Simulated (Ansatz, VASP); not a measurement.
# SiC: VASP beside Ansatz

Wanted: the spread between two codes on one cell, functional and k mesh. The structure shown is the end of the Ansatz relaxation below.

Method: plane waves, with VASP 6.6.1 beside it; single point at PBEsol, in Ansatz 0.2.0.

**1. The starting structure**

It takes space group I-4m2 (No. 119, tetragonal). The conventional cell has a = 3.073 Å, b = 3.073 Å, c = 4.400 Å, α = 90.00°, β = 90.00°, γ = 90.00°. Nearest to Si lie 4 C at 1.89 Å. C has 4 Si at 1.89 Å nearest. Farther neighbours are not listed.

As a file:

```cif
data_structure
_symmetry_space_group_name_H-M 'P 1'
_symmetry_Int_Tables_number 1
_cell_length_a 3.0730
_cell_length_b 3.0730
_cell_length_c 4.4003
_cell_angle_alpha 90.000
_cell_angle_beta 90.000
_cell_angle_gamma 90.000
_cell_volume 41.55
loop_
_atom_site_label
_atom_site_type_symbol
_atom_site_fract_x
_atom_site_fract_y
_atom_site_fract_z
_atom_site_occupancy
Si1 Si 0.00000 0.00000 0.00000 1
Si2 Si 0.50000 0.50000 0.50000 1
C3 C 0.50000 0.00000 0.75000 1
C4 C 0.00000 0.50000 0.25000 1
```

**2. Ansatz: relaxation, PBEsol**

Ansatz runs on its PAW soft_1 files.

This run makes the geometry at which the two programs are then compared.

Input file input.yaml:

```yaml
crystal:
  lattice:
    - [3.072996255, 0.0, 0.0]
    - [0.0, 3.072996255, 0.0]
    - [0.0, 0.0, 4.40033265]
  atoms:
    - { symbol: Si, position: [0.0, 0.0, 0.0] }
    - { symbol: Si, position: [0.5, 0.5, 0.5] }
    - { symbol: C, position: [0.5, 0.0, 0.75] }
    - { symbol: C, position: [0.0, 0.5, 0.25] }
kpoints:
  mp_grid: { grid: [9, 9, 6] }
scf:
  occupations: { method: fermi_dirac, width: 0.02 }
hamiltonian:
  xc: pbesol
  pseudopotentials: { kind: paw, azcp: { folder: soft_1 }, xc_functional: pbe }
basis:
  ecutwfc: 600
output:
  forces: true
  stress: true
relax:
  f_tol: 0.005
  max_steps: 70
  cell: { stress_tol: 0.02, p_target: 0, fix: [c, alpha, beta, gamma] }
```

Command:

```bash
ansatz run input.yaml --threads 4 --pin off --max-ram 10240MiB --backend cpu --events-out ev --progress --plain --runs-dir out
```

Numbers of over 12 decimals in the logs are rounded to 6 here.

Log:

```text
Engine: ansatz 0.2.0, aarch64-unknown-linux-gnu
Pseudopotentials: kind: paw
Pseudopotential: Si, paw, valence charge 4, recommended cutoff 420 eV (normal), soft_1/Si.paw.azcp
Pseudopotential: C, paw, valence charge 4, recommended cutoff 420 eV (normal), soft_1/C.paw.azcp
Functional definition: PBEsol
  exchange = pbesol_x
  correlation = pbesol_c
Crystal: 4 atoms, lattice volume = 41.554 Å³
Basis set: ecut = 600 eV, 1409 PW (Γ), exchange–correlation on 50×50×72 points (8 copies of the dense FFT grid, shifted against one another)
Bands: 12, of which v1, the nominal top of the filled ones, is band 8 counted from 1 (7 counted from 0)
Symmetry: 16 space group operations
Space group: I-4m2 (ITA 119), of the structure as read, at distance tolerance 3.5e-5 Å
k-points: 60 of 486 (time reversal used)
Non-local potential: Si, projectors of the file, l = 0: 2, l = 1: 2, l = 2: 1
Non-local potential: C, projectors of the file, l = 0: 2, l = 1: 2, l = 2: 1
PAW form: soft (Blöchl's): semilocal exchange-correlation on the pseudo side does not see the compensation charge
PAW frozen core: Si, regenerated for the run's functional, and the local potential with it (the file was generated under x = pbe(κ = 0.804, μ = 0.219515), c = pbe(β = 0.066725))
PAW frozen core: C, regenerated for the run's functional, and the local potential with it (the file was generated under x = pbe(κ = 0.804, μ = 0.219515), c = pbe(β = 0.066725))
PAW one-centre angular grid: Si, 110 points (default); XC on 64 Gauss nodes
PAW one-centre angular grid: C, 110 points (default); XC on 64 Gauss nodes
Initial density: superposition of atomic densities (chi_scale 0.1, normalization cell, long waves kept (reshape's long-wave potential 0.00 eV rms))
Initial wavefunctions: pseudopotential atomic-orbital guess
Functional: x = pbesol(κ = 0.804, μ = 0.123457), c = pbesol(β = 0.046)
SCF iter   1: F=—  HF=-1740.254906 eV  |F-HF|=—  |Δ(HF+E_count)|=         —  Δρ=1.32e-1  dr2=8.92e0  ethr=3.10e-3  ⟨swp⟩=6.2  Hψ=5160  notcnv=0
preconditioner: auto → none  [insulator: Δε(μ)=3.184 eV  Ē_g=12.695 eV  σ=0.020 eV  W_gap=1.00  n_scr=6 (ndim 8)  ℏωp=23.0 eV  f_vac=0.000  D(μ)=0.00/eV (n_scr^D=0)  ε∞_Penn≈4.3]
SCF iter   2: F=—  HF=-1737.588588 eV  |F-HF|=—  |Δ(HF+E_count)|=    2.67e0  Δρ=4.76e-2  dr2=5.85e-1  ethr=3.10e-3  ⟨swp⟩=4.1  Hψ=2343  notcnv=0
SCF iter   3: F=—  HF=-1737.430522 eV  |F-HF|=—  |Δ(HF+E_count)|=   1.58e-1  Δρ=1.88e-2  dr2=7.43e-2  ethr=3.10e-3  ⟨swp⟩=2.5  Hψ=1597  notcnv=0
SCF iter   4: F=—  HF=-1737.418880 eV  |F-HF|=—  |Δ(HF+E_count)|=   1.16e-2  Δρ=1.38e-3  dr2=4.95e-4  ethr=4.64e-4  ⟨swp⟩=2.0  Hψ=959  notcnv=0
SCF iter   5: F=—  HF=-1737.419068 eV  |F-HF|=—  |Δ(HF+E_count)|=   1.89e-4  Δρ=2.05e-4  dr2=6.10e-6  ethr=3.09e-6  ⟨swp⟩=2.4  Hψ=1203  notcnv=0
SCF iter   6: F=—  HF=-1737.419083 eV  |F-HF|=—  |Δ(HF+E_count)|=   1.47e-5  Δρ=7.43e-5  dr2=1.10e-6  ethr=3.81e-8  ⟨swp⟩=2.0  Hψ=1190  notcnv=0
SCF iter   7: F=-1737.419083 eV  HF=-1737.419083 eV  |F-HF|=1.57e-8  |Δ(HF+E_count)|=   3.30e-7  Δρ=1.49e-5  dr2=4.25e-8  ethr=6.25e-10  ⟨swp⟩=3.0  Hψ=2960  notcnv=0
SCF 1 converged in 7 iterations: F = -1737.419083 eV  dr2 = 4.25e-8
  greatest PAW one-centre occupation: 0.644 electrons in one spin orbital (limit 2), on the C atom at site 3 (counted from 0), in its partial waves of l = 0
relax step   1: F+E_penalty+E_count = -1737.41908257 eV  Δ(F+E_penalty+E_count) = +0.000e0 eV  max|allowed force component| = 6.939e-17 eV/Å  Δτ_max = 0.0000 Å  P = -1.095 GPa  Ω = 41.554 Å³  fix = [c, alpha, beta, gamma]  reactions: c -3.253 GPa  (7 SCF iters, dr2 threshold 1.00e-7 eV, accepted)
Initial density: handed on by an earlier stage of this run
Initial wavefunctions: pseudopotential atomic-orbital guess (no wavefunctions were taken with the density)
iter 1 solved again at ethr=6.07e-8 eV; its pass at ethr=3.10e-3 eV (dr2=9.71e-6 eV) is discarded
SCF iter   1: F=—  HF=-1737.419071 eV  |F-HF|=—  |Δ(HF+E_count)|=         —  Δρ=1.48e-5  dr2=4.12e-8  ethr=6.07e-8  ⟨swp⟩=3.5  Hψ=7713  notcnv=0
preconditioner: auto → none  [insulator: Δε(μ)=1.295 eV  Ē_g=11.879 eV  σ=0.020 eV  W_gap=1.00  n_scr=6 (ndim 8)  ℏωp=23.0 eV  f_vac=0.000  D(μ)=0.00/eV (n_scr^D=0)  ε∞_Penn≈4.8]
SCF iter   2: F=—  HF=-1737.419083 eV  |F-HF|=—  |Δ(HF+E_count)|=   1.18e-5  Δρ=6.58e-6  dr2=7.60e-9  ethr=2.57e-10  ⟨swp⟩=2.4  Hψ=1197  notcnv=0
SCF iter   3: F=—  HF=-1737.419083 eV  |F-HF|=—  |Δ(HF+E_count)|=   1.79e-9  Δρ=6.42e-7  dr2=1.21e-10  ethr=4.75e-11  ⟨swp⟩=1.8  Hψ=990  notcnv=0
SCF iter   4: F=—  HF=-1737.419083 eV  |F-HF|=—  |Δ(HF+E_count)|=  1.73e-11  Δρ=1.87e-7  dr2=1.18e-11  ethr=1.00e-12  ⟨swp⟩=2.0  Hψ=1118  notcnv=0
SCF iter   5: F=-1737.419083 eV  HF=-1737.419083 eV  |F-HF|=2.27e-13  |Δ(HF+E_count)|=  2.05e-12  Δρ=3.59e-8  dr2=3.17e-13  ethr=1.00e-12  ⟨swp⟩=5.4  Hψ=2864  notcnv=0
SCF 2 converged in 5 iterations: F = -1737.419083 eV  dr2 = 3.17e-13
relax step   2: F+E_penalty+E_count = -1737.41908258 eV  Δ(F+E_penalty+E_count) = -3.593e-9 eV  max|allowed force component| = 2.602e-17 eV/Å  Δτ_max = 0.0000 Å  P = -1.095 GPa  Ω = 41.554 Å³  fix = [c, alpha, beta, gamma]  reactions: c -3.253 GPa  stress off target by 1.57e-2 GPa on what of the cell is left free  SCF on the basis re-selected at this cell (its energy is not comparable with the rows above)  (5 SCF iters)
basis re-selected at this cell: Δ(F+E_penalty+E_count) = -3.593e-9 eV, ΔP = +0.000 GPa vs the last step (what re-selecting the basis moved, of the pressure what is left beyond the Pulay correction that the steps carried, after the strain that the cell walked since its last selection, with what the two solves' SCF thresholds leave and, on support functions, any second-order correction that the steps lacked; it is no m [...]
SCF converged after 5 iterations
Free energy (F): -1737.419083 eV
Harris-Foulkes:  -1737.419083 eV  (|F-HF|=2.27e-13)
Internal energy: -1737.419083 eV  (E = F + TS)
E sigma→0 (E₀):  -1737.419083 eV
Fermi energy:    10.054465 eV
--- Per-component energies (eV) ---
  E_band       = 55.470968
  E_kinetic    = 265.290033
  E_local      = -190.224834  (includes V_loc(G=0)·N_el)
  E_nonlocal   = 90.684955
  E_hartree    = 62.685359
  E_xc         = -209.393773
  E_vxc        = -216.740775  (∫ρ·V_xc dr)
  E_paw        = -1187.761820  (= ΣΔE_a)
  E_vpaw       = -18.909160  (= ΣTr[D̂ρ^β])
  E_aug_tail   = 0.000023  (compensation charges beyond the density's cutoff)
  E_ewald      = -568.804348
  E_core_change = 0.105322  (= ΣΔE_core)
  E_smearing   = -0.000000  (= −TS)
  E_closure    = -0.000000  (closes the sum)
  Σ components = -1737.419083   (vs F -1737.419083, Δ=0.00e0)
--- Forces (eV/Å), atoms counted from 1 ---
  atom   1  Si     0.00000000     0.00000000     0.00000000
  atom   2  Si     0.00000000     0.00000000     0.00000000
  atom   3  C      0.00000000     0.00000000     0.00000000
  atom   4  C      0.00000000     0.00000000     0.00000000
  max |Σ_I F_I| component: 1.04e-16 eV/Å
--- Stress (GPa, compression-positive) ---
       -0.015738       0.000000       0.000000
        0.000000      -0.015738       0.000000
       -0.000000      -0.000000      -3.252915
  P = ⅓ Tr σ = -1.0948 GPa (-10.948 kbar)
--- Relaxed structure (1 steps of the walk, 1 accepted, 1 SCFs on fresh bases) ---
  F+E_penalty+E_count = -1737.41908258 eV   max|allowed force component| = 2.602e-17 eV/Å   (the final SCF, on the basis selected at the relaxed cell)
  cell:  # Å, volume = 41.5537 Å³
    - [3.072996255, 0.0, 0.0]
    - [0.0, 3.072996255, 0.0]
    - [0.0, 0.0, 4.40033265]
  atoms:
    - { symbol: Si, position: [0.0, 0.0, 0.0] }
    - { symbol: Si, position: [0.5, 0.5, 0.5] }
    - { symbol: C, position: [0.5, 0.0, 0.750000] }
    - { symbol: C, position: [0.0, 0.5, 0.25] }
```

The column dr2 measures how far the density is from self-consistency, as an energy; F and HF (Harris–Foulkes) agree once it is small.

**3. VASP: single point, PBEsol, pair 1**

The same cell, functional, mesh and smearing now go to VASP, with its own data sets.

Lines of VASP's logs that name or quote its potential files are left out, and so is its time.

Input file INCAR:

```
SYSTEM = SiC
PREC = Accurate
ENCUT = 600
EDIFF = 1E-06
NELM = 120
ISMEAR = -1
SIGMA = 0.02
LREAL = .FALSE.
ALGO = Normal
GGA = PS
NBANDS = 14
LORBIT = 11
LWAVE = .FALSE.
LCHARG = .FALSE.
ISIF = 2
LASPH = .TRUE.
GGA_COMPAT = .FALSE.
EFERMI = MIDGAP
```

Input file POSCAR:

```
SiC
1.0
    3.0729962550      0.0000000000      0.0000000000
    0.0000000000      3.0729962550      0.0000000000
    0.0000000000      0.0000000000      4.4003326500
Si C
2 2
Direct
    0.0000000000      0.0000000000      0.0000000000
    0.5000000000      0.5000000000      0.5000000000
    0.5000000000      0.0000000000      0.7500000000
    0.0000000000      0.5000000000      0.2500000000
```

Input file KPOINTS:

```
Automatic mesh
0
Gamma
9 9 6
0 0 0
```

The projector-augmented-wave data sets are Si and C (PBE family, release 64).

Command:

```bash
mpirun -np 1 vasp_std
```

Log:

```text
[banner, memory and clock lines left out]
running    1 mpi-ranks, on    1 nodes
 distrk:  each k-point on    1 cores,    1 groups
 distr:  one band on    1 cores,    1 groups

 POSCAR found type information on POSCAR SiC
 POSCAR found :  2 types and       4 ions
|                                                                             |
|               ----> ADVICE to this user running VASP <----                  |
|                                                                             |
|     You enforced a specific xc type in the INCAR file but a different       |
|     [... a line on the potential file left out ...]
|     I HOPE YOU KNOW WHAT YOU ARE DOING!                                     |
|                                                                             |

 LDA part: xc-table for (Slater+PW92), standard interpolation
 POSCAR, INCAR and KPOINTS ok, starting setup
 FFT: planning ... GRIDC
 FFT: planning ... GRID_SOFT
 FFT: planning ... GRID
 WAVECAR not read
 entering main loop
       N       E                     dE             d eps       ncg     rms          rms(c)
DAV:   1     0.328153415527E+02    0.32815E+02   -0.78282E+03  1680   0.112E+03
DAV:   2    -0.321998529308E+02   -0.65015E+02   -0.59464E+02  2308   0.181E+02
DAV:   3    -0.353682250104E+02   -0.31684E+01   -0.31499E+01  2304   0.371E+01
DAV:   4    -0.353984505212E+02   -0.30226E-01   -0.30218E-01  1866   0.434E+00
DAV:   5    -0.353988512151E+02   -0.40069E-03   -0.40050E-03  2298   0.466E-01    0.123E+01
DAV:   6    -0.319643853467E+02    0.34345E+01   -0.80807E+00  2136   0.171E+01    0.563E+00
DAV:   7    -0.318589506441E+02    0.10543E+00   -0.98277E-01  2166   0.604E+00    0.239E+00
DAV:   8    -0.318311076511E+02    0.27843E-01   -0.56402E-02  1962   0.154E+00    0.525E-01
DAV:   9    -0.318284051371E+02    0.27025E-02   -0.67886E-03  2064   0.555E-01    0.119E-01
DAV:  10    -0.318285166506E+02   -0.11151E-03   -0.54213E-04  2094   0.155E-01    0.557E-02
DAV:  11    -0.318285179231E+02   -0.12725E-05   -0.42618E-05  2130   0.495E-02    0.120E-02
DAV:  12    -0.318285184699E+02   -0.54680E-06   -0.25529E-06  1890   0.113E-02
   1 F= -.31828518E+02 E0= -.31828518E+02  d E =-.180399E-15
```

OUTCAR, selected parts (step 3):

```text
ion  position               nearest neighbor table
   1  0.000  0.000  0.000-   3 1.89   4 1.89   4 1.89   3 1.89   2 3.09   2 3.09   2 3.09   2 3.09
                             2 3.09   2 3.09   2 3.09   2 3.09
   2  0.500  0.500  0.500-   3 1.89   4 1.89   3 1.89   4 1.89   1 3.09   1 3.09   1 3.09   1 3.09
                             1 3.09   1 3.09   1 3.09   1 3.09
   3  0.500  0.000  0.750-   1 1.89   2 1.89   2 1.89   1 1.89
   4  0.000  0.500  0.250-   1 1.89   2 1.89   1 1.89   2 1.89

  LATTYP: Found a simple tetragonal cell.
 ALAT       =     3.0729962550
 C/A-ratio  =     1.4319355719

 Subroutine GETGRP returns: Found  8 space group operations
 (whereof  8 operations were pure point group operations)

The static configuration has the point symmetry D_2d.

 Found     60 irreducible k-points:

   k-points           NKPTS =     60   k-points in BZ     NKDIM =     60   number of bands    NBANDS=     14

   dimension x,y,z NGX =    28 NGY =   28 NGZ =   36
   dimension x,y,z NGXF=    56 NGYF=   56 NGZF=   72

   ENCUT  =  600.0 eV  44.10 Ry    6.64 a.u.   6.14  6.14  8.79*2*pi/ulx,y,z

   NELECT =      16.0000    total number of electrons

 k-points in reciprocal lattice and weights: Automatic mesh
   0.00000000  0.00000000  0.00000000       0.002
   0.11111111  0.00000000  0.00000000       0.008
   0.22222222  0.00000000  0.00000000       0.008
   0.33333333  0.00000000  0.00000000       0.008
   0.44444444  0.00000000  0.00000000       0.008
   0.11111111  0.11111111  0.00000000       0.008
   0.22222222  0.11111111  0.00000000       0.016
   0.33333333  0.11111111  0.00000000       0.016
   0.44444444  0.11111111  0.00000000       0.016
[...]
0.44444444  0.33333333  0.50000000       0.016
   0.44444444  0.44444444  0.50000000       0.008

 average (electrostatic) potential at core
       1 -80.1735       2 -80.1735       3 -45.0155       4 -45.0155

 E-fermi :   8.6821

 k-point     1 :       0.0000    0.0000    0.0000
  band No.  band energies     occupation
    ...
      4       4.8985      2.00000
      5       4.8985      2.00000
      6       7.9534      2.00000
      7       8.0393      2.00000
      8       8.0393      2.00000
      9       9.3248      0.00000
     10      12.3394      0.00000
     11      14.1485      0.00000
     12      15.2153      0.00000
     13      15.2153      0.00000
    ...

 k-point     2 :       0.1111    0.0000    0.0000
  band No.  band energies     occupation
    ...
      4       3.9976      2.00000
      5       5.0202      2.00000
      6       7.2822      2.00000
      7       7.6291      2.00000
      8       8.0271      2.00000
      9       9.9656      0.00000
     10      13.1305      0.00000
     11      14.4748      0.00000
     12      15.1615      0.00000
     13      15.3200      0.00000
    ...

 k-point     3 :       0.2222    0.0000    0.0000
  band No.  band energies     occupation
    ...
      4       2.6380      2.00000
      5       5.3732      2.00000
      6       5.7190      2.00000
      7       6.7331      2.00000
      8       7.9466      2.00000
      9      10.8762      0.00000
     10      14.8452      0.00000
     11      15.2236      0.00000
     12      15.2258      0.00000
     13      15.6060      0.00000
    ...

  Total        0.0538144      0.0538144     -0.7859570      0.0000000     -0.0000000      0.0000000
  in kB        2.0749130      2.0749130    -30.3039888      0.0000000     -0.0000000      0.0000000
  external PRESSURE =      -8.7180543 kB  Pullay stress =       0.0000000 kB

  energy-cutoff  :      600.00
  volume of cell :       41.55
      direct lattice vectors                 reciprocal lattice vectors
     3.072996255  0.000000000  0.000000000     0.325415301  0.000000000  0.000000000
     0.000000000  3.072996255  0.000000000     0.000000000  0.325415301  0.000000000
     0.000000000  0.000000000  4.400332650     0.000000000  0.000000000  0.227255546

 POSITION                                       TOTAL-FORCE (eV/Angst)
 -----------------------------------------------------------------------------------
      0.00000      0.00000      0.00000         0.000000      0.000000      0.000000
      1.53650      1.53650      2.20017        -0.000000      0.000000     -0.000000
      1.53650      0.00000      3.30025         0.000000     -0.000000      0.000000
      0.00000      1.53650      1.10008         0.000000     -0.000000     -0.000000
 -----------------------------------------------------------------------------------
    total drift:                                0.000000     -0.000000     -0.000000

  FREE ENERGIE OF THE ION-ELECTRON SYSTEM (eV)
  ---------------------------------------------------
  free  energy   TOTEN  =       -31.8285184699 eV

  energy  without entropy=      -31.8285184699  energy(sigma->0) =      -31.82851847

 total charge
# of ion       s       p       d       tot
------------------------------------------
    1        0.708   0.970   0.000   1.678
    2        0.708   0.970   0.000   1.678
    3        0.831   1.696   0.000   2.527
    4        0.831   1.696   0.000   2.527
--------------------------------------------------
tot          3.078   5.332   0.000   8.409

[... 3 further parts left out ...]
```

The gap is read on the k-mesh alone, so it is an upper bound where the band edges lie off the mesh. The PAW data sets were made with PBE, which is usual practice but a small mismatch for other functionals.

**4. Differences**

Known differences besides the potentials themselves: Ansatz makes its cores anew for this functional, VASP keeps those of its PBE data sets; Ansatz's pressure holds a Pulay correction, VASP's none. Total energies have different zeros and are not compared.

The two programs side by side:

```tsv
quantity	Ansatz	VASP	difference
pressure (GPa)	-1.09	-0.87	-0.22
gap on the k mesh (eV)	1.295	1.286	+0.010
```

A gap on the mesh is an upper bound, since the band edges may lie between its points.

**5. Ansatz: relaxation, PBEsol**

This run makes the geometry at which the two programs are then compared. The cell compared in this pair holds 41.76 Å³, against 41.55 Å³ for the pair before.

The structure compared here is the end of the Ansatz relaxation.

Edit input.yaml of step 2 so:

```diff
@@ -2,5 +2,5 @@
   lattice:
-    - [3.072996255, 0.0, 0.0]
-    - [0.0, 3.072996255, 0.0]
-    - [0.0, 0.0, 4.40033265]
+    - [3.06529451, 0.0, 0.0]
+    - [0.0, 3.06529451, 0.0]
+    - [0.0, 0.0, 4.4439003]
   atoms:
@@ -22,2 +22,6 @@
   stress: true
+  write_density: true
+  write_potential: true
+  elf: true
+  volumetric_format: npy
 relax:
```

Command:

```bash
ansatz run input.yaml --threads 4 --pin off --max-ram 10240MiB --backend cpu --events-out ev --progress --plain --runs-dir out
```

Log:

```text
[...]
Crystal: 4 atoms, lattice volume = 41.755 Å³
Basis set: ecut = 600 eV, 1409 PW (Γ), exchange–correlation on 50×50×72 points (8 copies of the dense FFT grid, shifted against one another)
Bands: 12, of which v1, the nominal top of the filled ones, is band 8 counted from 1 (7 counted from 0)
Symmetry: 16 space group operations
[...]
k-points: 60 of 486 (time reversal used)
[...]
--- Relaxed structure (2 steps of the walk, 2 accepted, 1 SCFs on fresh bases) ---
[...]
cell:  # Å, volume = 41.7580 Å³
    - [3.065406, 0, 0.0]
    - [0, 3.065406, 0]
    - [0.0, 0, 4.4439003]
  atoms:
    - { symbol: Si, position: [0, 0, 0.0] }
    - { symbol: Si, position: [0.5, 0.5, 0.5] }
    - { symbol: C, position: [0.5, 0, 0.750000] }
    - { symbol: C, position: [0, 0.5, 0.25] }
[key lines of the parts left out:]
SCF converged after 5 iterations
Free energy (F): -1737.406515 eV
Fermi energy:    10.004790 eV
P = ⅓ Tr σ = -2.1844 GPa (-21.844 kbar)
```

(Part 1 of 2 ends here.)

[Lines on the potential files, build, host, timing and source positions are cut from VASP's logs without a mark.]

[Logs are printed without paths, hosts, clocks, repeated set-up lines and the standing remarks that a program may print on its own settings, such as how far it seeks lower states.]

[Hosts, paths, dates, database ids (printed as entryN), source tags and the programs' standing remarks are cut or masked in the printed files.]
